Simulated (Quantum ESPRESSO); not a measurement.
# Quick settings and what they miss: CsBr (Pm-3m, 2 atoms in the cell)

Self-consistent single point.

```
CELL_PARAMETERS angstrom
      4.23478     0.00000     0.00000
      0.00000     4.23478     0.00000
      0.00000     0.00000     4.23478
ATOMIC_POSITIONS crystal
  Cs 0.00000 0.00000 0.00000
  Br 0.50000 0.50000 0.50000
```

Level of theory: LDA (PW92), PseudoDojo standard norm-conserving (LDA) pseudopotentials (plane waves; Quantum ESPRESSO).

Base settings: ecutwfc = 50 Ry; occupations = fixed; potentials = {Cs: Cs.upf, Br: Br.upf}; K_POINTS = automatic 8 8 8 0 0 0; nbnd = 10; conv_thr = 1e-10 Ry; mixing_beta = 0.4.

Tight run (finer mesh or higher cutoff; not a proven limit): ecutwfc: 50 Ry → 70 Ry; conv_thr: 1e-10 Ry → 7.3e-11 Ry; K_POINTS: automatic 8 8 8 0 0 0 → automatic 11 11 11 0 0 0. It gave top of the valence band (on the code's own zero) 3.15 eV; gap on the k-point mesh 4.27 eV; pressure -1.23 GPa.

Quick runs, as changes from the base:
- A: the base itself
- B: ecutwfc: 50 Ry → 35 Ry; conv_thr: 1e-10 Ry → 7.3e-06 Ry; K_POINTS: automatic 8 8 8 0 0 0 → automatic 4 4 4 1 1 1
- C: ecutwfc: 50 Ry → 35 Ry; K_POINTS: automatic 8 8 8 0 0 0 → automatic 8 8 8 1 1 1
- D: ecutwfc: 50 Ry → 30 Ry; occupations: fixed → smearing; nbnd: 10 → default; K_POINTS: automatic 8 8 8 0 0 0 → automatic 3 3 3 1 1 1; smearing: default → fermi-dirac; degauss: default → 0.036749 Ry
- E: K_POINTS: automatic 8 8 8 0 0 0 → automatic 4 4 4 1 1 1
- F: ecutwfc: 50 Ry → 25 Ry; K_POINTS: automatic 8 8 8 0 0 0 → automatic 2 2 2 0 0 0

Energies are extrapolated to zero smearing width, which holds to low order in the width alone (under cold and Methfessel-Paxton smearing the free energy itself is taken).

Gaps are read on each run's own mesh, which may miss the band edges.

The count of work is k-points × plane waves × bands × iterations; it is no time. 

The starting cell comes from a database of computed structures (which also holds hypothetical and non-ambient phases and stackings), without a prior relaxation at this level. Its lattice was rescaled by a random factor within 2.5 % of one.

```tsv
run	energy less tight (meV/atom)	pressure less tight (GPa)	gap on the mesh less tight (eV)	count of work / tight
A	0.2	0.00	0.000	0.38
B	10.6	-0.37	1.196	0.014
C	11.3	-0.32	0.359	0.14
D	55.7	-1.32	1.659	0.027
E	-0.5	-0.01	1.206	0.043
F	308.8	-3.02	-0.092	0.017
```

Among the runs at the tight run's level, the energy misses run from 0.2 to 308.8 meV/atom.

Left out of this page: 1 run of the series outside the window shown, repeating another row's setting, or not comparable.
